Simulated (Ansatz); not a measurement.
Computed results, one entry a study.

```json
{"subject": "Quasiparticle gap of AlH3 (R-3c)", "lattice_ang": [[2.2246, 1.2844, 3.9346], [-2.2246, 1.2844, 3.9346], [0.0, -2.5688, 3.9346]], "atoms": [["Al", 0.0, 0.0, 0.0], ["Al", 0.5, 0.5, 0.5], ["H", 0.878, 0.622, 0.25], ["H", 0.25, 0.878, 0.622], ["H", 0.622, 0.25, 0.878], ["H", 0.122, 0.378, 0.75], ["H", 0.75, 0.122, 0.378], ["H", 0.378, 0.75, 0.122]], "method": "DFT, r2SCAN, plane waves, PAW (and 1 further level or step)", "program": "Ansatz 0.2.0", "settings_of_one_run": "cutoff 500 eV, 6×6×6 k-mesh, smearing width 0.02 eV, default PAW", "cost": "2 runs, 26 s in all on 1 × NVIDIA H100 80GB HBM3 (shared by 3 runs) with 3 threads of AMD EPYC 7R13 (Zen 3), shared host (the runs of this entry)", "notes": "The cell and positions come from the Crystallography Open Database and are kept as given unless a step says otherwise.", "results": {"r2scan_gap_over_mesh_and_path": "2.944 eV, from k = (0.566, 0.000, 0.434) to k = Γ", "g0w0_r2scan_gap_over_11_of_13_irreducible_mesh_points": "4.848 eV, from k = (0.000, -0.500, -0.500) to k = Γ", "gw_settings": "4×4×4 mesh, 605 empty bands, screening to 250 eV", "known_limits": "finite bands, screening cutoff and k mesh; no spin-orbit coupling in G0W0"}}
```

[Paths, hosts, dates, memory and timing lines, banners, echoed tables and standing remarks are left out of the program output.]

[Logs are printed without paths, hosts, clocks, repeated set-up lines and the standing remarks that a program may print on its own settings, such as how far it seeks lower states.]

[Runs of the session that timed out or met a known fault of the program may be left out.]

[Cells called generated may have been cut or substituted from an entry of the Crystallography Open Database or the Materials Project.]

[Hosts, paths, dates, database ids (printed as entryN), source tags and the programs' standing remarks are cut or masked in the printed files.]
